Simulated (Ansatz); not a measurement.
Method: DFT PBE, scalar-relativistic, plane waves, PAW (Ansatz 0.2.0).

Structure of GaSb:

```
Ga Sb
1.0
     0.00000    3.10692    3.10692
     3.10692    0.00000    3.10692
     3.10692    3.10692    0.00000
Ga Sb
1 1
Direct
  0.00000 0.00000 0.00000
  0.25000 0.25000 0.25000
```

Plane waves to 420 eV, a k mesh through Γ of 12×12×12 on the computed 2-atom cell and Gaussian smearing (0.10 eV); no spin polarisation.

Levels along Γ–X–U | K–Γ–L–W–X, in eV from the Fermi level, sorted by energy at each point. Points in fractions of the primitive reciprocal vectors: Γ (0.000 0.000 0.000), X (-0.500 -0.500 0.000), U (-0.375 -0.375 0.250), K (-0.375 0.000 0.375), L (0.000 0.000 0.500), W (-0.500 -0.250 0.250).
| point | k (1/Å, with 2π) | band 12 | band 13 | band 14 | band 15 | band 16 | band 17 | band 18 |
| --- | --- | --- | --- | --- | --- | --- | --- | --- |
| Γ | 0.000 | -0.34 | -0.05 | -0.05 | -0.05 | 2.75 | 2.75 | 2.75 |
| - | 0.144 | -1.34 | -0.29 | -0.29 | 0.90 | 2.56 | 3.08 | 3.08 |
| - | 0.289 | -2.47 | -0.81 | -0.81 | 1.58 | 2.40 | 3.86 | 3.86 |
| - | 0.433 | -3.56 | -1.35 | -1.35 | 1.41 | 2.64 | 4.82 | 4.82 |
| - | 0.578 | -4.59 | -1.82 | -1.82 | 1.11 | 2.41 | 5.86 | 5.86 |
| - | 0.722 | -5.54 | -2.17 | -2.17 | 0.93 | 1.92 | 6.91 | 6.91 |
| - | 0.867 | -6.30 | -2.39 | -2.39 | 0.88 | 1.49 | 7.88 | 7.88 |
| X | 1.011 | -6.64 | -2.46 | -2.46 | 0.91 | 1.30 | 8.36 | 8.36 |
| - | 1.062 | -6.64 | -2.50 | -2.45 | 0.95 | 1.34 | 8.26 | 8.30 |
| - | 1.113 | -6.63 | -2.63 | -2.43 | 1.04 | 1.50 | 8.01 | 8.14 |
| - | 1.164 | -6.62 | -2.80 | -2.39 | 1.11 | 1.80 | 7.69 | 7.89 |
| - | 1.215 | -6.59 | -2.98 | -2.34 | 1.18 | 2.21 | 7.35 | 7.60 |
| - | 1.266 | -6.57 | -3.16 | -2.27 | 1.25 | 2.68 | 7.01 | 7.28 |
| - | 1.318 | -6.53 | -3.31 | -2.19 | 1.32 | 3.21 | 6.68 | 6.95 |
| U | 1.369 | -6.48 | -3.43 | -2.10 | 1.40 | 3.77 | 6.37 | 6.61 |
| K | 1.369 | -6.48 | -3.43 | -2.10 | 1.40 | 3.77 | 6.37 | 6.61 |
| - | 1.522 | -6.20 | -3.50 | -1.75 | 1.65 | 5.06 | 5.63 | 5.81 |
| - | 1.675 | -5.68 | -3.21 | -1.34 | 1.85 | 4.72 | 4.75 | 5.13 |
| - | 1.828 | -4.91 | -2.63 | -0.91 | 1.84 | 4.03 | 4.16 | 4.74 |
| - | 1.982 | -3.92 | -1.88 | -0.53 | 1.62 | 3.46 | 3.55 | 4.69 |
| - | 2.135 | -2.76 | -1.05 | -0.25 | 1.29 | 3.06 | 3.10 | 4.11 |
| - | 2.288 | -1.48 | -0.34 | -0.10 | 0.78 | 2.83 | 2.83 | 3.16 |
| Γ | 2.441 | -0.34 | -0.05 | -0.05 | -0.05 | 2.75 | 2.75 | 2.75 |
| - | 2.566 | -1.26 | -0.13 | -0.13 | 0.59 | 2.87 | 2.87 | 2.90 |
| - | 2.691 | -2.38 | -0.34 | -0.34 | 0.83 | 3.15 | 3.15 | 3.49 |
| - | 2.817 | -3.48 | -0.58 | -0.58 | 0.74 | 3.46 | 3.46 | 4.43 |
| - | 2.942 | -4.49 | -0.81 | -0.81 | 0.56 | 3.65 | 3.65 | 5.51 |
| - | 3.067 | -5.34 | -0.98 | -0.98 | 0.40 | 3.72 | 3.72 | 6.46 |
| - | 3.192 | -5.95 | -1.09 | -1.09 | 0.30 | 3.72 | 3.72 | 6.50 |
| L | 3.317 | -6.18 | -1.13 | -1.13 | 0.27 | 3.71 | 3.71 | 6.46 |
| - | 3.419 | -6.18 | -1.51 | -1.19 | 0.66 | 3.63 | 3.84 | 6.62 |
| - | 3.521 | -6.17 | -2.16 | -1.36 | 1.31 | 3.48 | 4.24 | 6.80 |
| - | 3.623 | -6.17 | -2.74 | -1.65 | 1.89 | 3.40 | 4.89 | 6.49 |
| - | 3.725 | -6.23 | -3.14 | -2.00 | 2.38 | 3.47 | 5.41 | 6.02 |
| - | 3.828 | -6.34 | -3.32 | -2.38 | 2.81 | 3.68 | 5.07 | 5.60 |
| - | 3.930 | -6.47 | -3.30 | -2.74 | 3.22 | 4.00 | 4.55 | 5.07 |
| W | 4.032 | -6.52 | -3.18 | -2.97 | 3.47 | 4.26 | 4.27 | 4.73 |
| - | 4.104 | -6.53 | -3.15 | -2.95 | 3.18 | 3.60 | 4.96 | 5.05 |
| - | 4.176 | -6.55 | -3.07 | -2.88 | 2.65 | 2.99 | 5.68 | 5.69 |
| - | 4.248 | -6.57 | -2.94 | -2.79 | 2.12 | 2.44 | 6.38 | 6.43 |
| - | 4.321 | -6.60 | -2.78 | -2.68 | 1.64 | 1.98 | 7.08 | 7.14 |
| - | 4.393 | -6.62 | -2.62 | -2.57 | 1.26 | 1.61 | 7.72 | 7.77 |
| - | 4.465 | -6.63 | -2.50 | -2.49 | 1.00 | 1.38 | 8.19 | 8.21 |
| X | 4.537 | -6.64 | -2.46 | -2.46 | 0.91 | 1.30 | 8.36 | 8.36 |

Spin-orbit coupling is left out, which matters for the bands of heavy elements.